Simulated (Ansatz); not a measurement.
TiAl3: moving Al off its site

TiAl3, I4/mmm, a = 3.845 Å, c = 8.623 Å. Ansatz: PBE, PAW, 420 eV, Γ-centred 18×18×18 mesh on 4 atoms, Gaussian smearing 0.15 eV; no spin polarisation.

```
CELL_PARAMETERS angstrom
-1.92267 1.92267 4.31140
1.92267 -1.92267 4.31140
1.92267 1.92267 -4.31140
ATOMIC_POSITIONS crystal
Ti 0.00000 0.00000 0.00000
Al 0.50000 0.50000 0.00000
Al 0.75000 0.25000 0.50000
Al 0.25000 0.75000 0.50000
```

Atom 2 (Al) moves by x along the unit vector (0.000, 0.000, 1.000), with its periodic images; all else is held. y is the free energy of the cell over the start, F the force along the path summed over the moved atoms. Symmetry makes y even in x.

| x (Å) | y (meV) | F (eV/Å) |
| --- | --- | --- |
| -0.1000 | 19.37 | 0.39 |
| -0.0500 | 4.82 | 0.19 |
| 0.0000 | 0.00 | 0.00 |
| 0.0250 | 1.20 | -0.10 |
| 0.0750 | ? | ? |
| 0.0875 | 14.81 | -0.34 |

Task: Fit y = c2 x² + c4 x⁴ to the energies of the other rows, give the force constant, and predict energy and force of the missing row.

Result: Least squares on the rows shown. y = 1924.9 x² + 1211.7 x⁴. The force constant is 2 c2 = 3.85 eV/Å² (for all images moving together, not for a lone atom). The force −dy/dx at the missing row is -0.29 eV/Å (computed -0.29). At x = 0.0750 the fit asked for gives 10.87 meV. The run gave 10.86 meV, so the fit is 0.01 meV too high, a small miss on the scale of the series.